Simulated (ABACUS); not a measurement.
Al under changes of volume

One of the cells (16.603 Å³/atom); the others are scaled copies at fixed shape and fractional positions:

```
Al
1.0
     0.00000    2.02481    2.02481
     2.02481    0.00000    2.02481
     2.02481    2.02481    0.00000
Al
1
Direct
  0.00000 0.00000 0.00000
```

```yaml
Program: ABACUS 3.10.1
Functional: PBE
Potentials_or_basis: PseudoDojo NC SR 0.4.1 PBE standard
Cutoff: 558 eV
Density_cutoff: 2231 eV
Basis: plane waves
k_mesh: 11 × 11 × 11
Occupations: fermi-dirac, width 0.05 eV
Spin: no spin polarisation
```

| volume (Å³/atom) | energy over the lowest point (meV/atom) | pressure (GPa) |
| --- | --- | --- |
| 15.607 | ? | ? |
| 15.939 | 4.10 | 2.8 |
| 16.271 | 0.27 | 1.0 |
| 16.603 | 0.00 | -0.7 |
| 16.935 | 2.91 | -2.1 |
| 17.267 | 8.68 | -3.4 |
| 17.599 | 16.99 | -4.6 |

Task: What does the run at 15.607 Å³/atom give?

Result: Energy over the lowest point 11.89 meV/atom; pressure 4.8 GPa.

Worked out: A Birch-Murnaghan fit of order 3 (a polynomial in V^(-2/3)) to the other rows has its minimum at 16.46 Å³/atom with B0 = V·E''(V) = 80 GPa and B' = 4.5. It gives 11.91 meV/atom at 15.607 Å³/atom, against the run's 11.89, and -dE/dV = 4.8 GPa, against 4.8.

Energies are extrapolated to zero smearing.
